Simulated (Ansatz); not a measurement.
(110) slab cut from the bulk of SiNi$_{3}$, Pm-3m (No. 221); the slab's formula is Si5Ni13:

```xyz
18
Lattice="3.4612 0.0000 0.0000 0.0000 4.8949 0.0000 0.0000 0.0000 24.7899" Properties=species:S:1:pos:R:3 pbc="T T T"
Si    0.0000    2.4475    7.5000
Ni    0.0000    0.0000    7.5000
Ni    1.7306    3.6712    8.7237
Ni    1.7306    1.2237    8.7237
Si    0.0000    0.0000    9.9475
Ni    0.0000    2.4475    9.9475
Ni    1.7306    1.2237   11.1712
Ni    1.7306    3.6712   11.1712
Si    0.0000    2.4475   12.3949
Ni    0.0000    0.0000   12.3949
Ni    1.7306    3.6712   13.6187
Ni    1.7306    1.2237   13.6187
Si    0.0000    0.0000   14.8424
Ni    0.0000    2.4475   14.8424
Ni    1.7306    1.2237   16.0661
Ni    1.7306    3.6712   16.0661
Si    0.0000    2.4475   17.2899
Ni    0.0000    0.0000   17.2899
```

These are results of DFT PBEsol, scalar-relativistic, plane waves, PAW in Ansatz, not measurements. Cutoff 420 eV; k points 10×7×1 on the computed 18-atom cell (Γ-centred); Gaussian smearing, width 0.10 eV; no spin polarisation. A dipole correction removes the field between periodic images along c.

Q: What forces act on the atoms?

A:
```csv
atom,Fx (eV/Å),Fy (eV/Å),Fz (eV/Å)
Si1,0.000,0.000,1.225
Ni2,0.000,0.000,0.390
Ni3,0.000,-0.040,-0.762
Ni4,0.000,0.040,-0.762
Si5,0.000,0.000,-0.138
Ni6,0.000,0.000,0.097
Ni7,0.000,-0.012,-0.022
Ni8,0.000,0.012,-0.022
Si9,0.000,0.000,0.000
Ni10,0.000,0.000,0.000
Ni11,0.000,0.012,0.022
Ni12,0.000,-0.012,0.022
Si13,0.000,0.000,0.138
Ni14,0.000,0.000,-0.097
Ni15,0.000,0.040,0.762
Ni16,0.000,-0.040,0.762
Si17,0.000,0.000,-1.225
Ni18,0.000,0.000,-0.390
```

Cost: 1 run of about 5.8 core-minutes, on Intel Xeon Processor @ 2.70GHz (shared hosts).